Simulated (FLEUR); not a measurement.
**Bi: equation of state with SCAN**

Crystal: Bi.

```xyz
1
Lattice="-1.9814 1.9814 1.9814 1.9814 -1.9814 1.9814 1.9814 1.9814 -1.9814" Properties=species:S:1:pos:R:3 pbc="T T T"
Bi    0.0000    0.0000    0.0000
```

This isn't the form of Bi at room conditions, which is rhombohedral.

* Program: FLEUR MaX-R8.1 (later development tree)
* Task: equation of state
* Functional: SCAN
* Potentials or basis: all-electron
* Basis: FLAPW
* Kmax: 4.1 1/bohr
* k mesh: 9 × 9 × 9
* Occupations: fermi-dirac, width 0.05 eV
* Spin: no spin polarisation

```yaml
Equilibrium_volume: 30.75 Å³/atom
Bulk_modulus: 59 GPa
```

Energy against volume, from the lowest point:
| volume (Å³/atom) | energy (meV/atom) |
| --- | --- |
| 29.250 | 13.78 |
| 29.872 | 4.05 |
| 31.117 | 0.00 |
| 32.362 | 13.42 |
| 32.984 | 25.41 |

Caveat: the meta-GGA is that of a development version, with a GGA for the radial functions and cores and without core tails.
